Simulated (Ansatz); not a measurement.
# LiNbO3: the cost of one run

Computed with Ansatz 0.2.0 (DFT r2SCAN, scalar-relativistic, plane waves, PAW, unless a step's input says otherwise).

### Step 1. The starting structure

It takes space group R3c (No. 161, trigonal). Conventional cell: a = 5.151 Å, b = 5.151 Å, c = 13.865 Å, α = 90.00°, β = 90.00°, γ = 120.00°. Li (site symmetry 3) has 6 O at 2.07 to 2.24 Å as nearest neighbours. Nb (site symmetry 3) has 6 O at 1.88 to 2.12 Å as nearest neighbours. Around O (site symmetry 1) lie 2 Nb at 1.88 to 2.12 Å and 2 Li at 2.07 to 2.24 Å.

Structure file:

```
Li Nb O
1.0
     2.57565    1.48705    4.62180
    -2.57565    1.48705    4.62180
     0.00000   -2.97410    4.62180
Li Nb O
2 2 6
Direct
  0.30210 0.30210 0.30210
  0.80210 0.80210 0.80210
  0.01920 0.01920 0.01920
  0.51920 0.51920 0.51920
  0.13110 0.37830 0.74050
  0.74050 0.13110 0.37830
  0.37830 0.74050 0.13110
  0.24050 0.87830 0.63110
  0.87830 0.63110 0.24050
  0.63110 0.24050 0.87830
```

The structure rests on an entry of the Crystallography Open Database; cell or positions may have been set otherwise for this series.

### Step 2. Relaxing cell and atoms: LiNbO3, no spin

Input file input.yaml:

```yaml
crystal:
  lattice:
    - [2.5756485575, 1.487051388, 4.6218]
    - [-2.5756485575, 1.487051388, 4.6218]
    - [0.0, -2.974102776, 4.6218]
  atoms:
    - { symbol: Li, position: [0.3021, 0.3021, 0.3021] }
    - { symbol: Li, position: [0.8021, 0.8021, 0.8021] }
    - { symbol: Nb, position: [0.0192, 0.0192, 0.0192] }
    - { symbol: Nb, position: [0.5192, 0.5192, 0.5192] }
    - { symbol: O, position: [0.1311, 0.3783, 0.7405] }
    - { symbol: O, position: [0.7405, 0.1311, 0.3783] }
    - { symbol: O, position: [0.3783, 0.7405, 0.1311] }
    - { symbol: O, position: [0.2405, 0.8783, 0.6311] }
    - { symbol: O, position: [0.8783, 0.6311, 0.2405] }
    - { symbol: O, position: [0.6311, 0.2405, 0.8783] }
scf:
  occupations: { method: fixed }
output:
  forces: true
  stress: true
  eigenvalues: true
hamiltonian:
  xc: r2scan
  pseudopotentials: { kind: paw, azcp: { folder: soft_1 } }
kpoints:
  mp_grid: { grid: [4, 4, 4] }
relax:
  f_tol: 0.002
  cell: { stress_tol: 0.02 }
```

The run is started by

```
$ ansatz run input.yaml --threads 8 --pin off --max-ram 16384MiB --backend cpu --events-out ev --progress --plain --runs-dir out
```

Q: Estimate wall time and peak memory on 8 threads of Intel Xeon 6975P-C (Granite Rapids), shared host.

About 12 s, with a peak of 0.9 GiB.
